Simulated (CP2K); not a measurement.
Crystal: BN.

```
CELL_PARAMETERS angstrom
2.56397 0.00000 0.00000
1.28199 2.22046 0.00000
1.28199 0.74015 2.09347
ATOMIC_POSITIONS crystal
N 0.25000 0.25000 0.25000
B 0.00000 0.00000 0.00000
```

The cell is a database's computed one.

Program: CP2K 2026.2. Alike in all runs: task band structure; no spin polarisation; cell as given; k mesh 13 × 13 × 13.

Question: Order these runs on this cell by their pressure, lowest first.
A. level LDA; potentials or basis GTH_POTENTIALS N GTH-PADE-q5, B GTH-PADE-q3; TZVP-MOLOPT-PBE-GTH basis; smearing fermi-dirac 0.0259 eV; EPS_DEFAULT 1.0E-10; NGRIDS 4; points a segment of the path (NPOINTS) 10; bands added on the path 6; CUTOFF of the grids 450 Ry
B. level r2SCAN; potentials or basis POTENTIAL_UZH N GTH-SCAN-q5, B GTH-SCAN-q3; TZVP-MOLOPT-SCAN-GTH basis; smearing fermi-dirac 0.01 eV; EPS_DEFAULT 1.0E-9; NGRIDS 4; points a segment of the path (NPOINTS) 10; bands added on the path 2; CUTOFF of the grids 675 Ry
C. level PBEsol; potentials or basis POTENTIAL_UZH N GTH-PBE-q5, B GTH-PBE-q3; TZVP-MOLOPT-PBE-GTH basis; smearing fermi-dirac 0.05 eV; EPS_DEFAULT 1.0E-10; NGRIDS 4; points a segment of the path (NPOINTS) 10; bands added on the path 2; CUTOFF of the grids 450 Ry
D. level PBE; potentials or basis POTENTIAL_UZH N GTH-PBE-q5, B GTH-PBE-q3; TZVP-MOLOPT-PBE-GTH basis; smearing fermi-dirac 0.05 eV; EPS_DEFAULT 1.0E-10; NGRIDS 5; points a segment of the path (NPOINTS) 6; bands added on the path 4; CUTOFF of the grids 450 Ry

Answer: A (-13.4 GPa), B (-4.9 GPa), C (-2.6 GPa), D (0.6 GPa).

Caveats: the basis of atomic orbitals isn't converged, which shifts pressures, moduli and gaps; the potentials were made for another functional, which shifts forces and pressure (some runs).

Not every run made on this cell is shown here.
